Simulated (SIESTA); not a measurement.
Crystal: SrCl2.

```xyz
3
Lattice="0.0000 3.4884 3.4884 3.4884 0.0000 3.4884 3.4884 3.4884 0.0000" Properties=species:S:1:pos:R:3 pbc="T T T"
Sr    0.0000    0.0000    0.0000
Cl    5.2325    5.2325    5.2325
Cl    1.7442    1.7442    1.7442
```

Program: SIESTA 5.4.2. Alike in all runs: no spin polarisation; cell as given; k mesh 7 × 7 × 7; smearing fermi-dirac 0.05 eV; grid cutoff 800 Ry; energy shift 0.003 Ry.

Question: Order these runs on this cell by their pressure, lowest first.
A. level PBEsol; potentials or basis PseudoDojo 0.4 standard (PBEsol files), DZP (energy shift 0.003 Ry; two zetas on semicore shells; d shell added on Sr)
B. level PBE; potentials or basis PseudoDojo 0.4 standard (PBE files), DZP (energy shift 0.003 Ry; two zetas on semicore shells; d shell added on Sr)
C. level LDA; potentials or basis PseudoDojo 0.4 standard (LDA files), DZP (energy shift 0.003 Ry; two zetas on semicore shells; d shell added on Sr)
D. level BLYP; potentials or basis PseudoDojo 0.4 standard (PBE files), DZP (energy shift 0.003 Ry; two zetas on semicore shells; d shell added on Sr)

Answer: C (-2.7 GPa), A (-0.8 GPa), B (1.2 GPa), D (3.1 GPa).

Caveats: the basis of atomic orbitals isn't converged, which shifts pressures, moduli and gaps; the potentials were made for another functional, which shifts forces and pressure (some runs).

Not every run made on this cell is shown here.
